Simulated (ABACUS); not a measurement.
## GaP under changes of volume

One of the cells (20.240 Å³/atom); the others are scaled copies at fixed shape and fractional positions:

```xyz
2
Lattice="0.0000 2.7252 2.7252 2.7252 0.0000 2.7252 2.7252 2.7252 0.0000" Properties=species:S:1:pos:R:3 pbc="T T T"
Ga    0.0000    0.0000    0.0000
P     4.0879    4.0879    4.0879
```

```yaml
Program: ABACUS 3.10.1
Functional: HLE16
Potentials_or_basis: SPMS ONCV 1.0 PBE
Cutoff: 1102 eV
Density_cutoff: 4408 eV
Basis: plane waves
k_mesh: 6 × 6 × 6
Occupations: fermi-dirac, width 0.05 eV
Spin: no spin polarisation
```

```csv
volume (Å³/atom),energy over the lowest point (meV/atom),pressure (GPa),gap on the mesh (eV)
19.026,0.00,-2.7,2.56
19.431,9.15,-4.5,2.50
19.836,22.58,-6.1,2.44
20.240,?,?,?
20.645,60.41,-8.8,2.28
21.050,84.01,-9.9,2.11
21.455,110.25,-10.9,1.94
```

**Question.** What does the run at 20.240 Å³/atom give?

**Answer.** Energy over the lowest point 39.80 meV/atom; pressure -7.5 GPa; gap on the mesh 2.38 eV.

Worked out: A Birch-Murnaghan fit of order 3 (a polynomial in V^(-2/3)) to the other rows has its minimum at 18.50 Å³/atom, just outside them, with B0 = V·E''(V) = 103 GPa and B' = 4.6. It gives 39.79 meV/atom at 20.240 Å³/atom, against the run's 39.80, and -dE/dV = -7.5 GPa, against -7.5. A parabola through the other rows of the gap, of slope -5.09 eV per unit of ln V there, gives 2.37 eV, against the run's 2.38.

Energies are extrapolated to zero smearing.

Caveats: the potentials were made for a functional far from this one; the potentials were made for another functional, which shifts forces and pressure.

A mesh can miss the band edges. Spin-orbit coupling on Ga is left out.
